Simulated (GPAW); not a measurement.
# InP (F-43m) in GPAW: single point with RPBE

Aim: the single point of InP with RPBE.

Everything below comes from runs of GPAW 26.7.0. Logs are shortened: lines on timing, memory, paths and dates and some standing lists are left out, and cuts for length are marked. The log counts tension as positive stress, the text compression.

**The experiment to reproduce.**

From a printed reference work, data compilation, for a bulk crystal of InP at 1.6 K: band gap 1.4236 eV (direct).

The runs below are set against these values where they give the same quantity.

## 1. The structure

It takes space group F-43m (No. 216, cubic). The conventional cell has a = 5.861 Å, b = 5.861 Å, c = 5.861 Å, α = 90.00°, β = 90.00°, γ = 90.00°. In (site symmetry -43m) is surrounded by 4 P at 2.54 Å. P (site symmetry -43m) is surrounded by 4 In at 2.54 Å.

## 2. Single point, RPBE

The input, run.py:

```python
from ase.dft.bandgap import bandgap
from ase.io import read, write
from ase.units import GPa
from gpaw import GPAW, PW

atoms = read('InP.xyz')

calc = GPAW(mode=PW(600),
            xc='RPBE',
            kpts={'size': (8, 8, 8), 'gamma': True},
            occupations={'name': 'methfessel-paxton', 'order': 0, 'width': 0.05},
            nbands=18,
            convergence={'density': 1e-05, 'energy': 1e-05},
            maxiter=150,
            txt='gpaw.txt')
atoms.calc = calc
energy = atoms.get_potential_energy()
forces = atoms.get_forces()
stress = atoms.get_stress()
calc.write('gs.gpw')
write('result.traj', atoms)
print(f'Energy: {energy:.6f} eV')
print('Forces (eV/A):')
print(forces.round(4))
print('Stress (GPa):', (stress / GPa).round(3))
print('Fermi level:', round(calc.get_fermi_level(), 4), 'eV')
print(f'Gap: {bandgap(calc)[0]:.4f} eV, direct: {bandgap(calc, direct=True)[0]:.4f} eV')
```

The input, InP.xyz:

```xyz
2
Lattice="0.0000000000 2.9305000000 2.9305000000 2.9305000000 0.0000000000 2.9305000000 2.9305000000 2.9305000000 0.0000000000" Properties=species:S:1:pos:R:3 pbc="T T T"
In     0.0000000000      0.0000000000      0.0000000000
P      4.3957500000      4.3957500000      4.3957500000
```

Potentials or basis: the program's PAW data sets (release 1.2.1) made for this functional, pw.

Run with:

```bash
$ OMP_NUM_THREADS=1 python run.py
```

gpaw.txt:

```text
__  _  _
 | _ |_)|_||  |
 |__||  | ||/\| - 26.7.0

Input parameters:
  mode=PW(ecut=600.0),
  convergence={'density': 1e-05, 'energy': 1e-05},
  kpts=MonkhorstPack(size=(8, 8, 8), gamma=True),
  maxiter=150,
  nbands=18,
  occupations=Occupations(name='methfessel-paxton', order=0, width=0.05),
  xc=XC(name='RPBE')

Diagonalizing LCAO Hamiltonian
Converting LCAO to pw mode

                     P

       In

Atoms  # Å, Bohr magnetons
|   | symbol |        x |        y |        z |    initial magnetic moments |
|---|--------|----------|----------|----------|-----------------------------|
| 0 |     In | 0.000000 | 0.000000 | 0.000000 | ( 0.0000,  0.0000,  0.0000) |
| 1 |      P | 4.395750 | 4.395750 | 4.395750 | ( 0.0000,  0.0000,  0.0000) |

Unit cell  # Å
| periodic |        x |        y |        z |  lengths |    angles |
|----------|----------|----------|----------|----------|-----------|
|      yes | 0.000000 | 2.930500 | 2.930500 | 4.144353 | 60.000000 |
|      yes | 2.930500 | 0.000000 | 2.930500 | 4.144353 | 60.000000 |
|      yes | 2.930500 | 2.930500 | 0.000000 | 4.144353 | 60.000000 |

Number of symmetries: 24
Symmetry operations  # r_c * U_cc + t_c -> r_c
|    | kind |            matrix            |
|----|------|------------------------------|
|  0 |  E   |  1, 0, 0,  0, 1, 0,  0, 0, 1 |
|  1 |  σ   |  1, 0, 0,  0, 0, 1,  0, 1, 0 |
|  2 |  σ   |  1, 0,-1,  0, 1,-1,  0, 0,-1 |
|  3 |  C3  |  1, 0,-1,  0, 0,-1,  0, 1,-1 |
|  4 |  C3  |  1,-1, 0,  0,-1, 1,  0,-1, 0 |
|  5 |  σ   |  1,-1, 0,  0,-1, 0,  0,-1, 1 |
|  6 |  σ   |  0, 1, 0,  1, 0, 0,  0, 0, 1 |
|  7 |  C3  |  0, 1, 0,  0, 0, 1,  1, 0, 0 |
|  8 |  C2  |  0, 1,-1,  1, 0,-1,  0, 0,-1 |
|  9 |  S4  |  0, 1,-1,  0, 0,-1,  1, 0,-1 |
| 10 |  C3  |  0, 0, 1,  1, 0, 0,  0, 1, 0 |
| 11 |  σ   |  0, 0, 1,  0, 1, 0,  1, 0, 0 |
| 12 |  S4  |  0, 0,-1,  1, 0,-1,  0, 1,-1 |
| 13 |  C3  |  0, 0,-1,  0, 1,-1,  1, 0,-1 |
| 14 |  S4  |  0,-1, 1,  1,-1, 0,  0,-1, 0 |
| 15 |  C2  |  0,-1, 1,  0,-1, 0,  1,-1, 0 |
| 16 |  C3  |  0,-1, 0,  1,-1, 0,  0,-1, 1 |
| 17 |  S4  |  0,-1, 0,  0,-1, 1,  1,-1, 0 |
| 18 |  S4  | -1, 1, 0, -1, 0, 1, -1, 0, 0 |
| 19 |  C3  | -1, 1, 0, -1, 0, 0, -1, 0, 1 |
| 20 |  C3  | -1, 0, 1, -1, 1, 0, -1, 0, 0 |
| 21 |  S4  | -1, 0, 1, -1, 0, 0, -1, 1, 0 |
| 22 |  σ   | -1, 0, 0, -1, 1, 0, -1, 0, 1 |
| 23 |  C2  | -1, 0, 0, -1, 0, 1, -1, 1, 0 |

BZ-sampling:
  Number of BZ points: 512
  Number of IBZ points: 29

  Monkhorst-Pack size: [8, 8, 8]
  Monkhorst-Pack shift: [0.0625, 0.0625, 0.0625]

K-points  # in reciprocal-cell coordinates
|     |                                coordinates |     weight |
|-----|--------------------------------------------|------------|
|   0 | (  0.00000000,   0.00000000,   0.00000000) | 0.00195312 |
|   1 | (  0.12500000,   0.12500000,   0.00000000) | 0.01171875 |
|   2 | (  0.12500000,   0.12500000,   0.12500000) | 0.01562500 |
|   3 | (  0.25000000,   0.12500000,   0.12500000) | 0.02343750 |
|   4 | (  0.25000000,   0.25000000,   0.00000000) | 0.01171875 |
|   5 | (  0.25000000,   0.25000000,   0.12500000) | 0.04687500 |
|   6 | (  0.25000000,   0.25000000,   0.25000000) | 0.01562500 |
|   7 | (  0.37500000,   0.25000000,  -0.37500000) | 0.04687500 |
|   8 | (  0.37500000,   0.25000000,   0.12500000) | 0.04687500 |
|   9 | (  0.37500000,   0.25000000,   0.25000000) | 0.04687500 |
| ... |                                            |            |
|  28 | (  0.50000000,   0.50000000,   0.50000000) | 0.00781250 |

Plane wave coefficients: 1700
Cutoff: 600.0 eV

Spin-components: 1 (collinear spins)
Bands:           18
Projectors:      11
Spin-degeneracy: 2
Datatype:        complex128

Parallelization:
  kpt:    1
  domain: 1
  band:   1

Density:
  Valence electrons: 18.0
  Components: 1
  Grid points: [24 24 24]
  Charge: 0.0  # |e|

Potential:
  Grid points: [24 24 24]

species:
  In:
    name:    Indium
    Z:       49.0
    valence: 13
    core:    36
    charge:  0.0  # [|e|]
    compensation charges:
      type: gauss
      rc: 0.36  # [Å]
      lmax: 2
    cutoffs:
      filter: 2.09  # [Å]
      core: 2.48  # [Å]
    projectors
    | kind |    occ | energy [eV] | rcut [Å] |
    |------|--------|-------------|----------|
    |   5s |  2.000 |      -8.122 |    1.185 |
    |   5p |  1.000 |      -2.465 |    1.244 |
    |   4d | 10.000 |     -18.638 |    1.148 |
    |    s |        |      19.089 |    1.185 |
    |    p |        |      24.746 |    1.244 |
    |    d |        |       8.573 |    1.148 |

    Using partial waves for In as LCAO basis

  P:
    name:    Phosphorus
    Z:       15.0
    valence: 5
    core:    10
    charge:  0.0  # [|e|]
    compensation charges:
      type: gauss
      rc: 0.30  # [Å]
      lmax: 2
    cutoffs:
      filter: 1.69  # [Å]
      core: 1.81  # [Å]
    projectors
    | kind |    occ | energy [eV] | rcut [Å] |
    |------|--------|-------------|----------|
    |   3s |  2.000 |     -13.955 |    0.953 |
    |   3p |  3.000 |      -5.495 |    0.953 |
    |    s |        |      13.257 |    0.953 |
    |    p |        |      21.717 |    0.953 |
    |    d |        |       0.000 |    0.953 |

    Using partial waves for P as LCAO basis

Reference energy: -169290.707259  # eV

eigensolver:
  PPCG
  Converge bands: occupied
  niter=2

density mixing:
  MSR1-Mixer
  Pratt-step length: 0.05
  Maximum mixing coefficient: 0.75
  Old densities: 10
  SVD Regularization: 0.005
  Good broyden scale: 1.0
  Trust region scale: 1.0
  Backstep threshold: 4.0
  History deletion threshold: 6.0
  Fourier metric: weight=20.0, sigma=0.015

occupation numbers:
  Methfessel-Paxton:
    width: 0.0500  # eV
    order: 0

poisson solver:
  ecut: 4800.0  # eV

xc functional:
  name: RPBE with 2 nearest neighbor stencil

convergence criteria:
- Maximum integral of absolute [dens]ity change: 1e-05 electrons / valence electron
- Maximum [total energy] change in last 3 cyles: 1e-05 eV / valence electron
- Maximum integral of absolute [eigenst]ate change: 4e-08 eV^2 / valence electron
maximum number of iterations: 150

SCF iterations
|iter     | |      energy | eigst |  dens |
|---------|-|-------------|-------|-------|
|iter:   1| |   -8.269544 | -0.29 |       |
|iter:   2| |   -8.191697 | -2.21 | -1.10 |
|iter:   3| |   -7.915914 | -1.72 | -1.15 |
|iter:   4| |   -7.919430 | -3.10 | -1.73 |
|iter:   5| |   -7.920362 | -3.83 | -2.21 |
|iter:   6| |   -7.920475 | -5.18 | -2.97 |
|iter:   7| |   -7.920494c| -6.12 | -3.44 |
|iter:   8| |   -7.920494c| -7.53c| -4.34 |
|iter:   9| |   -7.920494c| -8.09c| -4.86 |
|iter:  10| |   -7.920494c| -8.76c| -5.66c|

Converged in 10 steps
Energy contributions relative to reference atoms: (reference = -169290.707259)

Energy contributions:
  Kinetic:          24.316192
  Coulomb:         -22.124098
  Zero:              0.138578
  External:          0.000000
  Xc:              -10.251166
  Entropy:          -0.000000
  Spinorbit:         0.000000
  ----------------------------
  Free energy:      -7.920494
  Extrapolated:     -7.920494

dipole moment: (-16.873013, -16.873013, -16.873013)  # |e|*Ang

Fermi level: 5.211
Eigenvalues  # (at kpt = [0.000, 0.000, 0.000])
| band index |      eig [eV] | occ [0-2] |
|------------|---------------|-----------|
|          0 |        -9.103 |     2.000 |
|          1 |        -9.103 |     2.000 |
|          2 |        -9.103 |     2.000 |
|          3 |        -8.951 |     2.000 |
|          4 |        -8.951 |     2.000 |
|          5 |        -6.474 |     2.000 |
|          6 |         5.016 |     2.000 |
|          7 |         5.016 |     2.000 |
|          8 |         5.016 |     2.000 |
|          9 |         5.862 |     0.000 |
|         10 |         9.133 |     0.000 |
|         11 |         9.133 |     0.000 |
|         12 |         9.133 |     0.000 |
|         13 |        13.859 |     0.000 |
|         14 |        14.426 |     0.000 |
|         15 |        14.426 |     0.000 |
|         16 |        16.364 |     0.000 |
|         17 |        16.364 |     0.000 |

Gap: 0.846 eV
Transition (v -> c):
  (s=0, k=0, n=8, [0.00, 0.00, 0.00]) -> (s=0, k=0, n=9, [0.00, 0.00, 0.00])
No difference between direct/indirect transitions

Forces  # eV/Ang
|        x |       y |        z |
|----------|---------|----------|
|  0.00000 | 0.00000 | -0.00000 |  # In   0
| -0.00000 | 0.00000 | -0.00000 |  # P    1

Stress tensor  # eV/Ang^3
|         x |         y |         z |
|-----------|-----------|-----------|
| -0.030639 |  0.000000 |  0.000000 |
|  0.000000 | -0.030639 | -0.000000 |
|  0.000000 | -0.000000 | -0.030639 |

# Writing to gs.gpw (mode='')
```

It took 17 s on 1 thread of Arm Neoverse V1, shared host; peak memory 0.16 GiB.

Results:

```yaml
Free_energy: -7.9205 eV
Pressure: 4.9 GPa
Band_gap_on_the_k_mesh: 0.85 eV, direct
```

Levels at points of the mesh, in eV from the valence-band top:
| k point | band 7 | band 8 | band 9 | band 10 | band 11 | band 12 |
| --- | --- | --- | --- | --- | --- | --- |
| (0.00, 0.00, 0.00) | 0.00 | 0.00 | 0.00 | 0.85 | 4.12 | 4.12 |
| (0.50, 0.50, 0.00) | -5.70 | -2.32 | -2.32 | 1.88 | 2.37 | 9.37 |
| (0.50, 0.50, 0.50) | -5.68 | -0.97 | -0.97 | 1.61 | 4.85 | 4.85 |

Caveat: spin-orbit coupling is left out, which moves the levels of the heavy elements.

## 3. Comparison with measurements

Step 2. A measured gap of InP is 1.4236 eV (direct; 1.6 K; a printed reference work, data compilation); the calculated 0.85 eV misses it by -0.58 eV. Spin-orbit coupling on In is left out. The value is that of RPBE, without temperature or zero-point motion. Semilocal functionals fall short of measured gaps as a rule.
